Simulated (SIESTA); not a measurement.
Runs of SIESTA 5.4.2 on PbO. Symmetry: Pbcm, No. 57, orthorhombic system. The conventional cell has a = 5.876 Å, b = 5.476 Å, c = 4.743 Å, α = 90.00°, β = 90.00°, γ = 90.00°. Pb (site symmetry m) has 2 O at 2.17 to 2.44 Å as nearest neighbours. O (site symmetry m) is surrounded by 2 Pb at 2.17 to 2.44 Å. 

| task | level | potentials or basis | k mesh | gap on the mesh (eV) | pressure (GPa) | V0 of scaled cells (Å³/atom) | B0 (GPa) | largest force (eV/Å) |
| --- | --- | --- | --- | --- | --- | --- | --- | --- |
| band structure | PBEsol | PseudoDojo 0.4 standard (PBEsol files), DZP (energy shift 0.003 Ry; two zetas on semicore shells) | 5 × 5 × 6 | 1.84 | 0.8 | - | - | (b) |
| equation of state | LDA | PseudoDojo 0.4 standard (LDA files), DZP (energy shift 0.003 Ry; two zetas on semicore shells) | 4 × 4 × 4 | - | - | 18.60 | (c) | - |
| equation of state | PBEsol | PseudoDojo 0.4 standard (PBEsol files), DZP (energy shift 0.003 Ry; two zetas on semicore shells) | 4 × 4 × 4 | - | - | 19.23 | 90 | - |
| band structure | LDA | PseudoDojo 0.4 standard (LDA files), DZP (energy shift 0.003 Ry; two zetas on semicore shells) | 5 × 5 × 6 | 1.84 | -2.3 | - | - | (a) |

Alike in all rows: no spin polarisation; cell as given; smearing fermi-dirac 0.05 eV; grid cutoff 800 Ry; energy shift 0.003 Ry.

Question: Estimate the missing entries.

Answer: (a) 1.02; (b) 1.15; (c) 98.

Caveats: the cell's inner coordinates are idealised or old, which leaves forces on the atoms; the basis of atomic orbitals isn't converged, which shifts pressures, moduli and gaps; spin-orbit coupling is left out, which as a rule narrows the gap of such compounds by several tenths of an eV (some runs); the cell was scaled at fixed shape and fractional positions, which overstates the stiffness of a crystal with free parameters, most of all of layers and chains (some runs).

A k mesh can miss the band edges, and the runs leave out spin-orbit coupling on Pb.

Not every run made on this cell is shown here.
